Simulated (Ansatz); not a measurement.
**Structures of NaF: which is lowest?**

Plane-wave DFT in Ansatz with scalar-relativistic PAW potentials, cutoff 420 eV, Γ-centred meshes chosen by cell and gap, Gaussian smearing with energies taken to zero width. Every cell was relaxed (cell and atoms) in a run of its own, within the symmetry of its start. Functional: PBE.

Relaxed structures (starts from databases or built by putting these elements on another compound's sites):
A. Fm-3m, 2 atoms in the computed cell, a = 4.700 Å; sites (symmetry × multiplicity) Na m-3m × 4, F m-3m × 4; start: database
B. P6_3/mmc, 4 atoms in the computed cell, a = 3.254 Å, c = 5.692 Å; sites (symmetry × multiplicity) Na -3m. × 2, F -6m2 × 2; start: built

Q: Rank them by energy. Could pressure change the order?

A:
| structure | group | E − E(lowest) (meV/atom) | V (Å³/atom) | gap on mesh (eV) |
| --- | --- | --- | --- | --- |
| A | Fm-3m | 0.0 | 12.98 | 6.09 |
| B | P6_3/mmc | 44 | 13.05 | 5.99 |

A is lowest, 44 meV/atom under B. The lowest is also the densest of these, so pressure wouldn't bring one of the others in at first order. Other structures may lie lower than all of these, and vibrations aren't counted.